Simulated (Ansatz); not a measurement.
## TiO2: equation of state with LDA

TiO2:

```
Ti O
1.0
     4.59984    0.00000    0.00000
     0.00000    4.59984    0.00000
     0.00000    0.00000    2.95921
Ti O
2 4
Direct
  0.00000 0.00000 0.50000
  0.50000 0.50000 0.00000
  0.30432 0.30432 0.50000
  0.19568 0.80432 0.00000
  0.80432 0.19568 0.00000
  0.69568 0.69568 0.50000
```

The cell is a database's computed one.

```json
{
  "Program": "Ansatz 0.2.0",
  "Task": "equation of state",
  "Functional": "LDA",
  "Potentials or basis": "Ansatz PAW",
  "Cutoff": "420 eV",
  "Density cutoff": "1680 eV",
  "k mesh": "6 × 6 × 9",
  "Occupations": "fermi-dirac, width 0.05 eV",
  "Spin": "no spin polarisation"
}
```

* Equilibrium volume: 10.06 Å³/atom
* Bulk modulus at fixed shape and positions: 264 GPa
* Pressure derivative of the bulk modulus: 4.4

Energy against volume, from the lowest point:
```csv
volume (Å³/atom),energy (meV/atom)
9.809,5.08
10.018,0.00
10.227,2.14
10.435,10.88
10.644,25.44
10.853,45.23
11.062,69.68
```

All runs of the series together: 21 s on 2 threads of Arm Neoverse V1 (shared host).

Caveat: the cell was scaled at fixed shape and fractional positions, which overstates the stiffness of a crystal with free parameters, most of all of layers and chains.
